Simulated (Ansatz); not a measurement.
# SiC: straining the crystal, biaxial strain in the a-b plane

An exercise on one series of results from a longer session: the logs are not shown, and one member is left open.

Program: Ansatz 0.2.0. Level of theory: DFT r2SCAN, scalar-relativistic, plane waves, PAW. These are calculated values, not measurements.

2 further runs of the same task are left out: 2 set aside as unsound or not needed.

**Starting point**

Symmetry: P6_3mc, No. 186, hexagonal system. The conventional cell has a = 3.075 Å, b = 3.075 Å, c = 5.048 Å, α = 90.00°, β = 90.00°, γ = 120.00°. Around Si (site symmetry 3m) lie 4 C at 1.88 to 1.90 Å. C (site symmetry 3m) has 4 Si at 1.88 to 1.90 Å as nearest neighbours.

As a file:

```cif
data_structure
_symmetry_space_group_name_H-M 'P 1'
_symmetry_Int_Tables_number 1
_cell_length_a 3.0753
_cell_length_b 3.0753
_cell_length_c 5.0483
_cell_angle_alpha 90.000
_cell_angle_beta 90.000
_cell_angle_gamma 120.000
_cell_volume 41.35
loop_
_atom_site_label
_atom_site_type_symbol
_atom_site_fract_x
_atom_site_fract_y
_atom_site_fract_z
_atom_site_occupancy
Si1 Si 0.33333 0.66667 0.49960 1
Si2 Si 0.66667 0.33333 0.99960 1
C1 C 0.33333 0.66667 0.87540 1
C2 C 0.66667 0.33333 0.37540 1
```

It goes back to an entry of the Materials Project.

This cell was relaxed beforehand with the same method: volume 10.34 Å³/atom, gap on the mesh 2.65 eV.

The unstrained cell was computed beforehand with the same settings: E(σ→0) = -1782.6518 eV for 4 atoms, gap 2.65 eV over the zone.

The first run:

Contents of input.yaml:

```yaml
crystal:
  lattice:
    - [3.0137916203, 0.0, 0.0]
    - [-1.5068958101, 2.6100201049, 0.0]
    - [0.0, 0.0, 5.1089210872]
  atoms:
    - { symbol: Si, position: [0.3333333333, 0.6666666667, 0.4996013826] }
    - { symbol: Si, position: [0.6666666667, 0.3333333333, 0.9996013826] }
    - { symbol: C, position: [0.3333333333, 0.6666666667, 0.8753986174] }
    - { symbol: C, position: [0.6666666667, 0.3333333333, 0.3753986174] }
basis:
  ecutwfc: 500
kpoints:
  mp_grid: { grid: [12, 12, 6] }
hamiltonian:
  xc: r2scan
scf:
  occupations: { method: gaussian, width: 0.02 }
output:
  forces: true
  stress: true
  eigenvalues: true
relax:
  adjacent_minimum: "off"
  f_tol: 0.008
  max_steps: 40
  cell: { stress_tol: 0.015, fix: [a, b, gamma] }
```

Started as:

```
> ansatz run input.yaml --threads 1 --pin off --max-ram 2560MiB --backend cpu --events-out ev --progress --plain --runs-dir out
```

Steps of the session up to this table: Strain -2.0 %; Seeking the band edges at -2.0 %; At +2.0 %; The gap over the whole zone at +2.0 %; The cell strained by -4.0 %; Seeking the band edges at -4.0 %; Strain +4.0 %; Band edges over the zone at +4.0 %; At -6.0 %; Seeking the band edges at -6.0 %; At +6.0 %; Seeking the band edges at +6.0 %.

One table of the session follows, with a row left open; its other results are not shown here.

Lengths are those of the vectors of the cell that was run; stresses in GPa:

| strain (%) | ΔE (meV/atom) | a (Å) | b (Å) | c (Å) |
| --- | --- | --- | --- | --- |
| -6.0 | 167.3 | 2.891 | 2.891 | 5.109 |
| -4.0 | 71.3 | 2.952 | 2.952 | 5.086 |
| -2.0 | 17.1 | 3.014 | 3.014 | 5.066 |
| +0.0 | 0.0 | 3.075 | 3.075 | 5.048 |
| +2.0 | 15.6 | 3.137 | 3.137 | 5.032 |
| +4.0 | ? | ? | ? | ? |
| +6.0 | 127.5 | 3.260 | 3.260 | 5.005 |

Estimate the missing values for strain (%) = +4.0.

Worked estimate for «ΔE (meV/atom)». A straight line through the neighbours (2.0, 15.6) and (6.0, 127.5) gives 15.6 + (127.5 − 15.6) × (4.0 − 2.0) / (6.0 − 2.0) = 71.5; a parabola fitted to 3 rows on both sides gives 58.1.

As computed: ΔE (meV/atom): 59.4; a (Å): 3.198; b (Å): 3.198; c (Å): 5.017. In «ΔE (meV/atom)» the line misses by +12.1 and the parabola by -1.3.

ΔE is over the unstrained cell. Stress in GPa, positive in compression, on the Cartesian axes of the input.
